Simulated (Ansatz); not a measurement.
Wurtzite InN, treated with r²SCAN+SOC (plane waves, PAW; Ansatz, a quantum-chemistry and plane-wave program).

Settings: plane-wave cutoff 560 eV, 12×12×6 k mesh (along the axes of the cell as run), Fermi–Dirac smearing 0.01 eV, PAW data made under PBE.

Properties against volume:

Shape and atoms are relaxed at each volume.

```tsv
V (Å³/atom)	P (GPa)	direct gap at Γ (eV)	c (Å)	a (Å)
14.958	6.29	0.186	5.638	3.500
15.270	2.97	0.124	5.680	3.524
15.581	0.00	0.067	5.721	3.547
15.893	-2.64	0.025	5.762	3.569
16.205	-5.02	0.007	5.801	3.592
```

Measured, for comparison: band gap 0.77 eV (zero-point shift of 0.07 eV (the table's estimate, ZP (est)) added back, E0, Γ; as tabulated in arXiv:2302.06325).
